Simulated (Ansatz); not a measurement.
Relaxation of a periodic cell of 17 atoms, Si (host Si, host structure diamond, interstitial Si), to a largest force component of 0.08 eV/Å in at most 25 steps.

These are results of Ansatz, DFT PBEsol, scalar-relativistic, plane waves, PAW, not measurements. Settings: accuracy low, PAW set soft_1, cutoff 420 eV, k mesh 2x2x2, fermi-dirac smearing 0.02 eV, no spin polarisation.

```xyz
17
Lattice="0.0000 5.4300 5.4300 5.4300 0.0000 5.4300 5.4300 5.4300 0.0000" Properties=species:S:1:pos:R:3
Si 0.000 0.000 0.000
Si 1.357 1.357 1.357
Si 2.715 2.715 0.000
Si 4.072 4.072 1.357
Si 2.715 0.000 2.715
Si 4.072 1.357 4.072
Si 5.430 2.715 2.715
Si 6.787 4.072 4.072
Si 0.000 2.715 2.715
Si 1.357 4.072 4.072
Si 2.715 5.430 2.715
Si 4.072 6.787 4.072
Si 2.715 2.715 5.430
Si 4.072 4.072 6.787
Si 5.430 5.430 5.430
Si 6.787 6.787 6.787
Si 4.053 4.066 4.096
```

Question: Where does it end, and by what steps?

Answer: The run converged. Limits of this set-up: PAW files made for another functional, a small cell, in which the defect meets its images, low accuracy level. After 2 steps the energy has fallen by 0.120 eV; Si13 moved furthest, 0.05 Å.

```json
{"step": "0", "energy less start (eV)": "0.0000", "largest force component (eV/Å)": "0.608", "accepted": "yes"}
{"step": "1", "energy less start (eV)": "-0.1069", "largest force component (eV/Å)": "0.214", "accepted": "yes"}
{"step": "2", "energy less start (eV)": "-0.1205", "largest force component (eV/Å)": "0.019", "accepted": "yes"}
```

```xyz
17
Lattice="0.0000 5.4300 5.4300 5.4300 0.0000 5.4300 5.4300 5.4300 0.0000" Properties=species:S:1:pos:R:3
Si 0.004 0.005 0.005
Si 1.358 1.358 1.357
Si 2.711 2.711 0.004
Si 4.072 4.073 1.325
Si 2.709 0.005 2.711
Si 4.071 1.324 4.074
Si 5.450 2.694 2.695
Si 6.820 4.073 4.073
Si 0.005 2.709 2.710
Si 1.324 4.071 4.074
Si 2.692 5.452 2.693
Si 4.073 6.820 4.073
Si 2.688 2.689 5.457
Si 4.071 4.071 6.822
Si 5.452 5.453 5.454
Si 6.784 6.786 6.792
Si 4.069 4.071 4.077
```

Whether the end is a true minimum wasn't checked by a vibrational analysis.

The run took 21 s on 1 thread of Arm Neoverse V2, on a shared host, peak memory 0.5 GiB.
